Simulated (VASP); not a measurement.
# CoPtO2 (R-3m) in VASP: a series of runs

The runs below take CoPtO2 through band structure, with TPSS, revTPSS.

All numbers are computed with VASP 6.6.1; they aren't measurements. Logs are shortened: lines on timing, memory, paths and dates and some standing lists are left out, and cuts for length are marked.

### 1 Starting point

Symmetry: R-3m, No. 166, trigonal system. The conventional cell has a = 2.825 Å, b = 2.825 Å, c = 17.818 Å, α = 90.00°, β = 90.00°, γ = 120.00°. Around Pt (site symmetry -3m) lie 2 O at 2.00 Å. Co (site symmetry -3m) is surrounded by 6 O at 1.90 Å. Around O (site symmetry 3m) lie 3 Co at 1.90 Å and 1 Pt at 2.00 Å.

The cell is a database's computed one.

### 2 Band structure, TPSS, collinear spin, ferromagnetic start

INCAR reads:

```
PREC = Accurate
ENCUT = 520
EDIFF = 1E-6
ISMEAR = -1
SIGMA = 0.05
LREAL = False
LASPH = True
NELM = 150
ALGO = Normal
ISIF = 2
LWAVE = False
LCHARG = False
ISPIN = 2
MAGMOM = 0 2 0 0
LORBIT = 11
LMAXMIX = 4
METAGGA = TPSS
LMIXTAU = True
```

KPOINTS reads:

```
regular mesh
0
Gamma
  8 8 8
```

POSCAR reads:

```
CoPtO2
1.0
    1.4122699173      0.8153744169      5.9393891094
   -1.4122699173      0.8153744169      5.9393891094
    0.0000000000     -1.6307488338      5.9393891094
Pt Co O
1 1 2
Direct
    0.0000000000      0.0000000000      0.0000000000
    0.5000000000      0.5000000000      0.5000000000
    0.1122440300      0.1122440300      0.1122440300
    0.8877559700      0.8877559700      0.8877559700
```

KPOINTS_OPT reads:

```
path GLB1,BZGX,QFP1Z,LP
10
line-mode
reciprocal
 0.0000000000  0.0000000000  0.0000000000  G
 0.5000000000  0.0000000000  0.0000000000  L

 0.5000000000  0.0000000000  0.0000000000  L
 0.5000000000  0.1792309970 -0.1792309970  B1

 0.8207690030  0.5000000000  0.1792309970  B
 0.5000000000  0.5000000000  0.5000000000  Z

 0.5000000000  0.5000000000  0.5000000000  Z
 0.0000000000  0.0000000000  0.0000000000  G

 0.0000000000  0.0000000000  0.0000000000  G
 0.3396154985  0.0000000000 -0.3396154985  X

 0.6603845015  0.3396154985  0.0000000000  Q
 0.5000000000  0.5000000000  0.0000000000  F

 0.5000000000  0.5000000000  0.0000000000  F
 0.6603845015  0.6603845015  0.1792309970  P1

 0.6603845015  0.6603845015  0.1792309970  P1
 0.5000000000  0.5000000000  0.5000000000  Z

 0.5000000000  0.0000000000  0.0000000000  L
 0.8207690030  0.3396154985  0.3396154985  P
```

Potentials or basis: VASP PAW PBE potentials, release 64 (Pt, Co, O).

Command:

```
$ cat potpaw_PBE.64/Pt/POTCAR potpaw_PBE.64/Co/POTCAR potpaw_PBE.64/O/POTCAR > POTCAR
$ mpirun -np 1 vasp_std > vasp.out
```

OUTCAR:

```text
PREC = Accurate
   ENCUT = 520
   EDIFF = 1E-6
   ISMEAR = -1
   LREAL = False
   LASPH = True
   NELM = 150
   ISIF = 2
   ISPIN = 2
   LORBIT = 11
   METAGGA = TPSS

 ion  position               nearest neighbor table
   1  0.000  0.000  0.000-   3 2.00   4 2.00
   2  0.500  0.500  0.500-   3 1.90   4 1.90   3 1.90   3 1.90   4 1.90   4 1.90
   3  0.112  0.112  0.112-   2 1.90   2 1.90   2 1.90   1 2.00
   4  0.888  0.888  0.888-   2 1.90   2 1.90   2 1.90   1 2.00

  LATTYP: Found a trigonal (rhomboedric) cell.
 ALAT       =     6.1591951383
 COS(alpha) =     0.8948480128

  Lattice vectors:

 A1 = (   1.4122699173,   0.8153744169,   5.9393891094)
 A2 = (  -1.4122699173,   0.8153744169,   5.9393891094)
 A3 = (   0.0000000000,  -1.6307488338,   5.9393891094)

Analysis of symmetry for initial positions (statically):
=====================================================================
 Subroutine PRICEL returns:
 Original cell was already a primitive cell.

 Routine SETGRP: Setting up the symmetry group for a
 trigonal (rhombohedral) supercell.

 Subroutine GETGRP returns: Found 12 space group operations
 (whereof 12 operations were pure point group operations)
 out of a pool of 12 trial point group operations.

The static configuration has the point symmetry D_3d.

Analysis of symmetry for dynamics (positions and initial velocities):
=====================================================================
 Subroutine PRICEL returns:
 Original cell was already a primitive cell.

 Routine SETGRP: Setting up the symmetry group for a
 trigonal (rhombohedral) supercell.

 Subroutine GETGRP returns: Found 12 space group operations
 (whereof 12 operations were pure point group operations)
 out of a pool of 12 trial point group operations.

The dynamic configuration has the point symmetry D_3d.

Analysis of structural, dynamic, and magnetic symmetry:
=====================================================================
 Subroutine PRICEL returns:
 Original cell was already a primitive cell.

 Routine SETGRP: Setting up the symmetry group for a
 trigonal (rhombohedral) supercell.

 Subroutine GETGRP returns: Found 12 space group operations
 (whereof 12 operations were pure point group operations)
 out of a pool of 12 trial point group operations.

The overall configuration has the point symmetry D_3d.

 Subroutine INISYM returns: Found 12 space group operations
 (whereof 12 operations are pure point group operations),
 and found     1 'primitive' translations

----------------------------------------------------------------------------------------

                                     Primitive cell

  volume of cell :      41.0363

  direct lattice vectors                    reciprocal lattice vectors
     1.412269917  0.815374417  5.939389109     0.354039971  0.204405072  0.056122495
    -1.412269917  0.815374417  5.939389109    -0.354039971  0.204405072  0.056122495
     0.000000000 -1.630748834  5.939389109     0.000000000 -0.408810145  0.056122495

  length of vectors
     6.159195138  6.159195138  6.159195138     0.412644482  0.412644482  0.412644482

  position of ions in fractional coordinates (direct lattice)
     0.000000000  0.000000000  0.000000000
     0.500000000  0.500000000  0.500000000
     0.112244030  0.112244030  0.112244030
     0.887755970  0.887755970  0.887755970

  ion indices of the primitive-cell ions
   primitive index   ion index
                 1           1
                 2           2
                 3           3
                 4           4

----------------------------------------------------------------------------------------

 KPOINTS: regular mesh

Automatic generation of k-mesh.
 Grid dimensions read from file:
 generate k-points for:    8    8    8

 Generating k-lattice:

  Cartesian coordinates                     Fractional coordinates (reciprocal lattice)
     0.044254996  0.025550634  0.007015312     0.125000000 -0.000000000  0.000000000
    -0.044254996  0.025550634  0.007015312    -0.000000000  0.125000000  0.000000000
     0.000000000 -0.051101268  0.007015312     0.000000000  0.000000000  0.125000000

  Length of vectors
     0.051580560  0.051580560  0.051580560

  Shift w.r.t. Gamma in fractional coordinates (k-lattice)
     0.000000000  0.000000000  0.000000000

 Subroutine IBZKPT returns following result:
 ===========================================

 Found     65 irreducible k-points:

 Following reciprocal coordinates:
            Coordinates               Weight
  0.000000  0.000000  0.000000      1.000000
  0.125000  0.000000  0.000000      6.000000
  0.250000  0.000000  0.000000      6.000000
  0.375000  0.000000  0.000000      6.000000
  0.500000  0.000000  0.000000      3.000000
  0.125000  0.125000  0.000000      6.000000
[... 16 lines left out ...]
  0.250000  0.125000  0.125000      6.000000
  0.375000  0.125000  0.125000      6.000000
 [... further k-points ...]
   k-points           NKPTS =     65   k-points in BZ     NKDIM =     65   number of bands    NBANDS=     20
   number of dos      NEDOS =    301   number of ions     NIONS =      4
   total plane-waves  NPLWV = 110592
   dimension x,y,z NGX =    48 NGY =   48 NGZ =   48
   dimension x,y,z NGXF=    96 NGYF=   96 NGZF=   96
   ions per type =               1   1   2
   NGX,Y,Z   is equivalent  to a cutoff of  12.96, 12.96, 12.96 a.u.
   NGXF,Y,Z  is equivalent  to a cutoff of  25.91, 25.91, 25.91 a.u.
 SYSTEM =  unknown system
   PREC   = accura    normal or accurate (medium, high low for compatibility)
   ISTART =      0    job   : 0-new  1-cont  2-samecut
   ICHARG =      2    charge: 1-file 2-atom 10-const
   ISPIN  =      2    spin polarized calculation?
   LNONCOLLINEAR =      F non collinear calculations
   LSORBIT =      F    spin-orbit coupling
   LASPH  =      T    aspherical Exc in radial PAW
   ENCUT  =  520.0 eV  38.22 Ry    6.18 a.u.  11.45 11.45 11.45*2*pi/ulx,y,z
   NELM   =    150;   NELMIN=  2; NELMDL= -5     # of ELM steps
   EDIFF  = 0.1E-05   stopping-criterion for ELM
   LREAL  =      F    real-space projection
   EDIFFG = 0.1E-04   stopping-criterion for IOM
   NSW    =      0    number of steps for IOM
   IBRION =     -1    ionic relax: 0-MD 1-quasi-New 2-CG
   NFREE  =      0    steps in history (QN), initial steepest desc. (CG)
   ISIF   =      2    stress and relaxation
   ISYM   =      2    0-nonsym 1-usesym 2-fastsym
   POTIM  = 0.5000    time-step for ionic-motion
   TEBEG  =    0.0;   TEEND  =   0.0 temperature during run
   PSTRESS=    0.0 pullay stress
   NELECT =      31.0000    total number of electrons
   NUPDOWN=      -1.0000    fix difference up-down
   EMIN   =  10.00;   EMAX   =-10.00  energy-range for DOS
   EFERMI =   0.00;   METHOD = LEGACY
   ISMEAR =    -1;   SIGMA  =   0.05  broadening in eV -4-tet -1-fermi 0-gaus
   EFERMI_NEDOS =   21; number of points for ismear=-14 and -15
   IALGO  =     38    algorithm
   IMIX   =      4    mixing-type and parameters
     AMIX     =   0.40;   BMIX     =  1.00
     AMIX_MAG =   1.60;   BMIX_MAG =  1.00
  volume/ion in A,a.u.               =      10.26        69.23
  Fermi-wavevector in a.u.,A,eV,Ry     =   1.490983  2.817550 30.246177  2.223031
  Thomas-Fermi vector in A             =   2.603696
   LORBIT       =     11    0 simple, 1 ext, 2 COOP (PROOUT), +10 PAW based schemes
   METAGGA = TPSS    functional components
   LHFCALC =     F    Hartree Fock is set to
   AEXX    =    0.0000 exact exchange contribution
   IVDW    =     0    specifies the selected vdW correction
   LEPSILON=     F    determine dielectric tensor
   LRPA    =     F    only Hartree local field effects (RPA)
 spin polarized calculation
  energy-cutoff  :      520.00
  volume of cell :       41.04
 maximum number of plane-waves:      1122
 NGX is ok and might be reduce to    48
   NGX = 23   NGY = 23   NGZ = 23

 number of electron      30.9999999 magnetization       0.4443889

 number of electron      30.9999999 magnetization      -0.0001402

 Free energy of the ion-electron system (eV)
  ---------------------------------------------------
  ext. energy  EPLUGINS =         0.00000000
  ---------------------------------------------------
  free energy    TOTEN  =       -39.27978403 eV

  energy without entropy =      -39.27103955  energy(sigma->0) =      -39.27541179

 E-fermi :   8.4368     XC(G=0): -13.0969

 val. band max:        8.3652522339   @ k =  -0.3750   0.5000   0.2500
 cond. band min:       8.6836345527   @ k =  -0.3750  -0.3750   0.1250
 fundamental gap:      0.3183823188
 Fermi energy:         8.4368473373

 spin component 1

 k-point     1 :       0.0000    0.0000    0.0000
  band No.  band energies     occupation
      1     -13.4895      1.00000
      2     -11.6017      1.00000
      3      -1.0755      1.00000
      4       1.6754      1.00000
      5       2.0983      1.00000
      6       2.0983      1.00000
[... 12 lines left out ...]
     19      11.4868      0.00000
[... 513 lines left out ...]
      4       0.9796      1.00000
      5       2.2870      1.00000
      6       2.4778      1.00000
[... 12 lines left out ...]
     19      12.2065      0.00000
     20      16.6869      0.00000

 [... further k-points ...]

 spin component 2

 k-point     1 :       0.0000    0.0000    0.0000
  band No.  band energies     occupation
      1     -13.4894      1.00000
      2     -11.6016      1.00000
      3      -1.0755      1.00000
      4       1.6754      1.00000
      5       2.0982      1.00000
      6       2.0982      1.00000
[... 12 lines left out ...]
     19      11.4869      0.00000
[... 513 lines left out ...]
      4       0.9796      1.00000
      5       2.2870      1.00000
      6       2.4777      1.00000
[... 12 lines left out ...]
     19      12.2066      0.00000
     20      16.6869      0.00000

 [... further k-points ...]

------------------------ aborting loop because EDIFF is reached ----------------------------------------

  FORCE on cell =-STRESS in cart. coord.  units (eV):
  Direction    XX          YY          ZZ          XY          YZ          ZX
  --------------------------------------------------------------------------------------
  -------------------------------------------------------------------------------------
  Total        0.6978264      0.6978264      1.3370460      0.0000000      0.0000000      0.0000000
  in kB       27.2452113     27.2452113     52.2022388      0.0000000      0.0000000      0.0000000
  external PRESSURE =      35.5642205 kB  Pullay stress =       0.0000000 kB

 VOLUME and BASIS-vectors are now :
 -----------------------------------------------------------------------------
  energy-cutoff  :      520.00
  volume of cell :       41.04
      direct lattice vectors                 reciprocal lattice vectors
     1.412269917  0.815374417  5.939389109     0.354039971  0.204405072  0.056122495
    -1.412269917  0.815374417  5.939389109    -0.354039971  0.204405072  0.056122495
     0.000000000 -1.630748834  5.939389109     0.000000000 -0.408810145  0.056122495

 POSITION                                       TOTAL-FORCE (eV/Angst)
 -----------------------------------------------------------------------------------
      0.00000      0.00000      0.00000         0.000000      0.000000      0.000000
      0.00000      0.00000      8.90908         0.000000     -0.000000      0.000000
      0.00000      0.00000      1.99998         0.000000     -0.000000     -0.041700
      0.00000      0.00000     15.81818         0.000000     -0.000000      0.041700
 -----------------------------------------------------------------------------------
    total drift:                                0.000000      0.000000     -0.000000

  FREE ENERGIE OF THE ION-ELECTRON SYSTEM (eV)
  ---------------------------------------------------
  free  energy   TOTEN  =       -39.2797840272 eV

  energy  without entropy=      -39.2710395481  energy(sigma->0) =      -39.27541179

 total charge

# of ion       s       p       d       tot
------------------------------------------
    1        0.674   0.588   7.978   9.240
    2        0.432   0.676   7.318   8.426
    3        1.541   3.459   0.000   5.000
    4        1.541   3.459   0.000   5.000
--------------------------------------------------
tot          4.187   8.183  15.296  27.666

 magnetization (x)

# of ion       s       p       d       tot
------------------------------------------
    1        0.000   0.000   0.000   0.000
    2       -0.000  -0.000  -0.000  -0.000
    3       -0.000   0.000   0.000   0.000
    4       -0.000   0.000   0.000   0.000
--------------------------------------------------
tot         -0.000   0.000  -0.000   0.000
```

It took 22 min on 1 thread of Intel Xeon 6975P-C (Granite Rapids), shared host; peak memory 0.53 GiB.

Results:

```
Free energy                                           : -39.2798 eV
Pressure                                              : 3.6 GPa
Largest force                                         : 0.042 eV/Å
Band gap along the path                               : none (metal or under the smearing width)
Net moment                                            : 0.00 μB per cell
Valence electrons inside the program's atomic spheres : Pt 9.24; Co 8.43; O 5.00
```

Forces in eV/Å, atoms in the order of the input:
```
Pt   0.000  0.000  0.000
Co   0.000  0.000  0.000
O    0.000  0.000 -0.042
O    0.000  0.000  0.042
```

Stress tensor (GPa, compression positive):
```
2.72 0.00 0.00
0.00 2.72 0.00
0.00 0.00 5.22
```

Levels at the corners of the path, in eV from the Fermi level:
Spin up:
```tsv
point	band 13	band 14	band 15	band 16	band 17	band 18
Γ	-1.93	-1.52	-1.42	-1.42	2.18	2.18
L	-1.26	-1.04	0.25	1.36	1.64	1.67
L	-1.26	-1.04	0.25	1.36	1.64	1.67
B1	-1.59	-1.26	-0.98	0.76	1.40	1.95
B	-1.59	-1.26	-0.98	0.76	1.40	1.95
Z	-1.86	-0.89	-0.55	-0.55	1.76	1.76
Z	-1.86	-0.89	-0.55	-0.55	1.76	1.76
Γ	-1.93	-1.52	-1.42	-1.42	2.18	2.18
Γ	-1.93	-1.52	-1.42	-1.42	2.18	2.18
X	-1.59	-1.27	-0.95	0.74	1.42	1.92
Q	-1.59	-1.27	-0.95	0.74	1.42	1.92
F	-1.29	-1.04	0.25	0.50	2.08	2.54
F	-1.29	-1.04	0.25	0.50	2.08	2.54
P1	-1.29	-1.06	0.23	0.63	1.97	2.26
P1	-1.29	-1.06	0.23	0.63	1.97	2.26
Z	-1.86	-0.89	-0.55	-0.55	1.76	1.76
L	-1.26	-1.04	0.25	1.36	1.64	1.67
P	-1.29	-1.06	0.23	0.63	1.97	2.26
```
Spin down:
| point | band 11 | band 12 | band 13 | band 14 | band 15 | band 16 | band 17 | band 18 | band 19 | band 20 |
| --- | --- | --- | --- | --- | --- | --- | --- | --- | --- | --- |
| Γ | -2.95 | -1.93 | -1.93 | -1.52 | -1.42 | -1.42 | 2.18 | 2.18 | 3.05 | 5.66 |
| L | -1.89 | -1.29 | -1.26 | -1.04 | 0.25 | 1.36 | 1.64 | 1.67 | 2.80 | 7.44 |
| L | -1.89 | -1.29 | -1.26 | -1.04 | 0.25 | 1.36 | 1.64 | 1.67 | 2.80 | 7.44 |
| B1 | -2.72 | -2.18 | -1.59 | -1.26 | -0.98 | 0.76 | 1.40 | 1.95 | 7.36 | 8.51 |
| B | -2.72 | -2.18 | -1.59 | -1.26 | -0.98 | 0.76 | 1.40 | 1.95 | 7.36 | 8.49 |
| Z | -2.94 | -1.86 | -1.86 | -0.89 | -0.55 | -0.55 | 1.76 | 1.76 | 4.38 | 4.61 |
| Z | -2.94 | -1.86 | -1.86 | -0.89 | -0.55 | -0.55 | 1.76 | 1.76 | 4.38 | 4.61 |
| Γ | -2.95 | -1.93 | -1.93 | -1.52 | -1.42 | -1.42 | 2.18 | 2.18 | 3.05 | 5.66 |
| Γ | -2.95 | -1.93 | -1.93 | -1.52 | -1.42 | -1.42 | 2.18 | 2.18 | 3.05 | 5.66 |
| X | -2.71 | -2.18 | -1.59 | -1.27 | -0.95 | 0.74 | 1.42 | 1.92 | 7.78 | 8.02 |
| Q | -2.71 | -2.18 | -1.59 | -1.27 | -0.95 | 0.74 | 1.42 | 1.92 | 7.78 | 8.02 |
| F | -1.84 | -1.83 | -1.29 | -1.04 | 0.25 | 0.50 | 2.08 | 2.54 | 2.80 | 8.17 |
| F | -1.84 | -1.83 | -1.29 | -1.04 | 0.25 | 0.50 | 2.08 | 2.54 | 2.80 | 8.17 |
| P1 | -1.84 | -1.66 | -1.29 | -1.06 | 0.23 | 0.63 | 1.97 | 2.26 | 2.87 | 8.04 |
| P1 | -1.84 | -1.66 | -1.29 | -1.06 | 0.23 | 0.63 | 1.97 | 2.26 | 2.87 | 8.04 |
| Z | -2.94 | -1.86 | -1.86 | -0.89 | -0.55 | -0.55 | 1.76 | 1.76 | 4.38 | 4.61 |
| L | -1.89 | -1.29 | -1.26 | -1.04 | 0.25 | 1.36 | 1.64 | 1.67 | 2.80 | 7.44 |
| P | -1.84 | -1.66 | -1.29 | -1.06 | 0.23 | 0.63 | 1.97 | 2.26 | 2.87 | 8.04 |

Caveat: the starting moments collapsed, and a magnetic state may lie lower; the PAW data sets were made with another functional, which shifts forces and pressure a little; spin-orbit coupling is left out, which moves the levels of the heavy elements; semilocal functionals often make such compounds metallic where correlation or magnetic order opens a gap, which also shifts bond lengths.

### 3 Band structure, revTPSS, collinear spin, ferromagnetic start

INCAR reads:

```
SYSTEM = CoPtO2
PREC = Accurate
ENCUT = 520
EDIFF = 1E-7
ISMEAR = -1
SIGMA = 0.05
LREAL = .FALSE.
LASPH = .TRUE.
NELM = 120
ALGO = Normal
ISIF = 2
LWAVE = .FALSE.
LCHARG = .FALSE.
ISPIN = 2
MAGMOM = 0 2 0 0
LORBIT = 11
LMAXMIX = 4
METAGGA = RTPSS
LMIXTAU = .TRUE.
```

KPOINTS reads:

```
regular mesh
0
G
  8 8 8
  0 0 0
```

POSCAR is that of step 2.

Edit KPOINTS_OPT of step 2 so:

```diff
@@ -1,3 +1,3 @@
 path GLB1,BZGX,QFP1Z,LP
-10
+15
 line-mode
```

Potentials or basis: VASP PAW PBE potentials, release 64 (Pt, Co, O).

Command:

```
$ cat potpaw_PBE.64/Pt/POTCAR potpaw_PBE.64/Co/POTCAR potpaw_PBE.64/O/POTCAR > POTCAR
$ mpirun -np 1 vasp_std > vasp.out
```

It took 27 min on 1 thread of Intel Xeon 6975P-C (Granite Rapids), shared host; peak memory 0.53 GiB.

It converged, with:

* Free energy: 14.4907 eV
* Pressure: 1.1 GPa
* Largest force: 0.065 eV/Å
* Band gap along the path: none (metal or under the smearing width)
* Net moment: 0.00 μB per cell
* Valence electrons inside the program's atomic spheres: Pt 9.25; Co 8.43; O 5.00

Forces in eV/Å, atoms in the order of the input:
```
Pt   0.000  0.000  0.000
Co   0.000  0.000  0.000
O    0.000  0.000 -0.065
O    0.000  0.000  0.065
```

Stress tensor (GPa, compression positive):
```
-0.20  0.00  0.00
 0.00 -0.20  0.00
 0.00  0.00  3.70
```

Caveat: the starting moments collapsed, and a magnetic state may lie lower; the PAW data sets were made with another functional, which shifts forces and pressure a little; spin-orbit coupling is left out, which moves the levels of the heavy elements; semilocal functionals often make such compounds metallic where correlation or magnetic order opens a gap, which also shifts bond lengths.
